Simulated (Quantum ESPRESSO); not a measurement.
Input of a Quantum ESPRESSO 7.5 run:

pw.in

```
&CONTROL
  calculation = 'scf'
  prefix = 'pwscf'
  outdir = './tmp'
  pseudo_dir = './pseudo'
  tprnfor = .true.
  tstress = .true.
  disk_io = 'nowf'
/
&SYSTEM
  ibrav = 0
  nat = 2
  ntyp = 1
  ecutwfc = 55
  ecutrho = 440
  nbnd = 13
  occupations = 'smearing'
  smearing = 'fd'
  degauss = 0.00367493
/
&ELECTRONS
  conv_thr = 4d-10
  electron_maxstep = 120
  mixing_beta = 0.5
/
ATOMIC_SPECIES
I    126.9045 I.pbe-n-kjpaw_psl.0.2.UPF
CELL_PARAMETERS angstrom
  -3.2349120000    3.2349120000    0.0000000000
   3.2349120000    3.2349120000    0.0000000000
   1.6174560000   -1.6174560000   -4.2648080000
ATOMIC_POSITIONS crystal
I      0.0237943100    0.0095762000    0.0232322600
I      0.4762056900    0.4904238000    0.9767677400
K_POINTS automatic
7 6 6 0 0 0
```

Potentials or basis: SSSP 1.3 efficiency PBE.

The run is started by

```sh
$ OMP_NUM_THREADS=1 pw.x -in pw.in > pw.out
```

Estimate the largest force.

0.673 eV/Å.

What does it give for the band gap on the k mesh?

None (metal or under the smearing width).

Forces on the atoms (eV/Å):
```
I    0.053 -0.638  0.207
I   -0.053  0.638 -0.207
```

The run has no spin-orbit coupling, so splittings on I are missing.
